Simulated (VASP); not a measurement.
# SnTe in VASP 6.6.1, single-point calculation

INCAR

```
SIGMA = 0.02
LWAVE = .FALSE.
ISIF = 2
LASPH = .TRUE.
GGA = PE
EDIFF = 1E-7
NELM = 69
NSW = 0
IBRION = -1
NBANDS = 17
LREAL = .FALSE.
IVDW = 21
ENCUT = 520
ISMEAR = -1
LCHARG = .FALSE.
PREC = Accurate
```

KPOINTS

```
KPOINTS created by Atomic Simulation Environment
0
Gamma
8 8 8
0 0 0
```

POSCAR

```
Sn Te
 1.0000000000000000
     0.0000000000000000    3.3083174986000001    3.1893545730000001
     3.3083174986000001    0.0000000000000000    3.1893545730000001
     3.3083174986000001    3.3083174986000001    0.0000000000000000
 Sn  Te
   1   1
Cartesian
  0.0000000000000000  0.0000000000000000  0.0000000000000000
  3.3083174985999997  3.3083174985999997  3.1893545730000010
```

The recommended PBE PAW datasets give the neutral cell 20 valence electrons.

Command

```
mpirun -np 1 vasp_std
```

OSZICAR

```
N       E                     dE             d eps       ncg     rms          rms(c)
DAV:   1     0.124740984802E+03    0.12474E+03   -0.94932E+03  2015   0.131E+03
DAV:   2     0.410306702703E+01   -0.12064E+03   -0.11774E+03  2120   0.326E+02
DAV:   3    -0.726732062307E+01   -0.11370E+02   -0.11305E+02  2485   0.889E+01
DAV:   4    -0.759946937526E+01   -0.33215E+00   -0.33194E+00  2391   0.159E+01
DAV:   5    -0.761271661986E+01   -0.13247E-01   -0.13247E-01  2997   0.302E+00    0.355E+00
DAV:   6    -0.751828900874E+01    0.94428E-01   -0.22977E-01  2549   0.282E+00    0.220E+00
DAV:   7    -0.751860864320E+01   -0.31963E-03   -0.65465E-02  2341   0.112E+00    0.903E-01
DAV:   8    -0.752005297876E+01   -0.14443E-02   -0.81219E-03  2405   0.726E-01    0.143E-01
DAV:   9    -0.752002643822E+01    0.26541E-04   -0.11938E-03  2717   0.279E-01    0.515E-02
DAV:  10    -0.752005626451E+01   -0.29826E-04   -0.15383E-04  2488   0.860E-02    0.260E-02
DAV:  11    -0.752006608304E+01   -0.98185E-05   -0.39233E-05  2485   0.404E-02    0.185E-02
DAV:  12    -0.752006626014E+01   -0.17710E-06   -0.22109E-06  2600   0.106E-02    0.112E-02
DAV:  13    -0.752006567984E+01    0.58029E-06   -0.33357E-07  2381   0.393E-03    0.479E-03
DAV:  14    -0.752006559503E+01    0.84810E-07   -0.36070E-07  2075   0.485E-03
   1 F= -.78881352E+01 E0= -.78881014E+01  d E =-.674407E-04
```

From OUTCAR

```
k-points           NKPTS =     59   k-points in BZ     NKDIM =     59   number of bands    NBANDS=     17

   NELECT =      20.0000    total number of electrons

   dimension x,y,z NGX =    36 NGY =   36 NGZ =   36
   dimension x,y,z NGXF=    72 NGYF=   72 NGZF=   72

  energy-cutoff  :      520.00
  volume of cell :       69.81
      direct lattice vectors                 reciprocal lattice vectors
     0.000000000  3.308317499  3.189354573    -0.151134225  0.151134225  0.156771531
     3.308317499  0.000000000  3.189354573     0.151134225 -0.151134225  0.156771531
     3.308317499  3.308317499  0.000000000     0.151134225  0.151134225 -0.156771531

 k-points in reciprocal lattice and weights: KPOINTS created by Atomic Simulation Env
   0.00000000  0.00000000  0.00000000       0.002
   0.12500000 -0.00000000  0.00000000       0.016
   0.25000000 -0.00000000  0.00000000       0.016
   0.37500000 -0.00000000  0.00000000       0.016
   0.50000000 -0.00000000  0.00000000       0.008
   0.12500000  0.12500000  0.00000000       0.004
   0.25000000  0.12500000  0.00000000       0.016
   0.37500000  0.12500000  0.00000000       0.016
   ...

 E-fermi :   5.6311

 k-point     1 :       0.0000    0.0000    0.0000
  band No.  band energies     occupation
      1     -16.2438      2.00000
      2     -16.2437      2.00000
      3     -16.2289      2.00000
      4     -16.2289      2.00000
      5     -16.2256      2.00000
      6      -6.3945      2.00000
      7       0.5853      2.00000
      8       3.5471      2.00000
      9       3.9235      2.00000
     10       3.9235      2.00000
     11       8.4985      0.00000
     12       8.4985      0.00000
     13       9.3186      0.00000
     14      10.5200      0.00000
     15      10.5200      0.00000
     16      10.7650      0.00000
     17      12.2444      0.00000

 k-point     2 :       0.1250   -0.0000    0.0000
  band No.  band energies     occupation
      1     -16.2440      2.00000
      2     -16.2434      2.00000
      3     -16.2286      2.00000
      4     -16.2284      2.00000
      5     -16.2259      2.00000
      6      -6.2844      2.00000
      7       0.1094      2.00000
      8       3.6809      2.00000
      9       3.9273      2.00000
     10       4.1438      2.00000
     11       7.9481      0.00000
     12       7.9780      0.00000
     13       8.6823      0.00000
     14      10.5337      0.00000
     15      10.8295      0.00000
     16      10.9651      0.00000
     17      13.0292      0.00000

 k-point     3 :       0.2500   -0.0000    0.0000
  band No.  band energies     occupation
      1     -16.2445      2.00000
      2     -16.2428      2.00000
      3     -16.2282      2.00000
      4     -16.2270      2.00000
      5     -16.2263      2.00000
      6      -5.9791      2.00000
      7      -0.8572      2.00000
      8       3.8476      2.00000
      9       3.9571      2.00000
     10       4.6405      2.00000
     11       7.0036      0.00000
     12       7.0846      0.00000
     13       7.6023      0.00000
     14      10.8985      0.00000
     15      11.6899      0.00000
     16      11.7282      0.00000
     17      14.7731      0.00000

 ...

  Total      -1.58815    -1.58815    -0.16400     0.00000    -0.00000     0.00000
  in kB     -36.44651   -36.44651    -3.76359     0.00000    -0.00000     0.00000
  external pressure =      -25.55 kB  Pullay stress =        0.00 kB

 POSITION                                       TOTAL-FORCE (eV/Angst)
 -----------------------------------------------------------------------------------
      0.00000      0.00000      0.00000        -0.000000      0.000000      0.000000
      3.30832      3.30832      3.18935         0.000000     -0.000000      0.000000
 -----------------------------------------------------------------------------------
    total drift:                               -0.000000      0.000000      0.000000

  FREE ENERGIE OF THE ION-ELECTRON SYSTEM (eV)
  ---------------------------------------------------
  free  energy   TOTEN  =        -7.8881351582 eV

  energy  without entropy=       -7.8880677174  energy(sigma->0) =       -7.88810144
```

It converged. Results: gap between bands v and c on the k mesh 0.15 eV; least direct gap on the k mesh 0.15 eV; pressure -2.6 GPa. Band v is the last that the valence electrons fill when counted band by band, and c is the next.

For comparison, a separate PBE run of the intended cell, on usual settings and not on those above, gives a gap of 0.15 eV on its mesh and a pressure of -1.9 GPa.

The run above took about 2.2 min on one core of a shared host (Intel Xeon Platinum 8488C) and held 0.23 GiB at most.
